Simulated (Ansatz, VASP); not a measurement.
# Two plane-wave programs on BN

```
N B
1.0
     1.25112    0.72234    3.37293
    -1.25112    0.72234    3.37293
     0.00000   -1.44467    3.37293
N B
1 1
Direct
  0.66724 0.66724 0.66724
  0.00033 0.00033 0.00033
```

The cell is a database's computed one.

Alike in both runs: task band structure; functional PBE; k mesh 12 × 12 × 12; occupations fermi-dirac, width 0.05 eV; no spin polarisation.

```csv
,VASP,Ansatz
version,VASP 6.6.1,Ansatz 0.2.0
potentials or method,"VASP PAW PBE potentials, release 64 (N_s, B_s)",Ansatz PAW
plane-wave cutoff (eV),400,420
valence electrons in the cell,8,8
```

|  | VASP | Ansatz | Ansatz less VASP |
| --- | --- | --- | --- |
| gap on the k mesh at the Fermi level (eV) | 4.28 | 4.29 | +0.005 |
| least direct gap on the mesh (eV) | 4.70 | 4.70 | +0.001 |
| gap along the band path (eV) | 4.24 | 4.24 | +0.005 |
| pressure (GPa) | 4.5 | 3.6 | -0.92 |
| largest component of the traceless stress (GPa) | 2.53 | 1.20 | -1.331 |

Caveats: the pressure holds a Pulay correction of +0.6 GPa for the finite cutoff (Ansatz). A hybrid or GW would open this gap; PBE tends to underestimate it.
